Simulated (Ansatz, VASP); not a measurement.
**One calculation of BP, two programs**

```
P B
1.0
     0.00000    2.26900    2.26900
     2.26900    0.00000    2.26900
     2.26900    2.26900    0.00000
P B
1 1
Direct
  0.75000 0.75000 0.75000
  0.00000 0.00000 0.00000
```

Alike in both runs: functional PBEsol; k mesh 10 × 10 × 10; occupations fermi-dirac, width 0.05 eV; no spin polarisation.

|  | VASP | Ansatz |
| --- | --- | --- |
| version | VASP 6.6.1 | Ansatz 0.2.0 |
| potentials or method | VASP PAW PBE potentials, release 64 (P, B) | Ansatz PAW |
| plane-wave cutoff (eV) | 520 | 420 |
| valence electrons in the cell | 8 | 8 |
| task | single point | band structure |

|  | VASP | Ansatz | Ansatz less VASP |
| --- | --- | --- | --- |
| gap on the k mesh at the Fermi level (eV) | 1.13 | 1.13 | +0.004 |
| least direct gap on the mesh (eV) | 3.36 | 3.36 | +0.006 |
| pressure (GPa) | -1.9 | -2.0 | -0.10 |

With one functional, cell and mesh, what is left measures potentials, basis and numerics.

Caveats: the PAW data sets were made with another functional, which shifts forces and pressure a little (VASP); the PAW data sets come from PBE, with cores solved anew for the run's functional, which leaves a small shift of forces and pressure (Ansatz). A k mesh can miss the band edges. As with any semilocal functional, this PBEsol gap is likely too small.
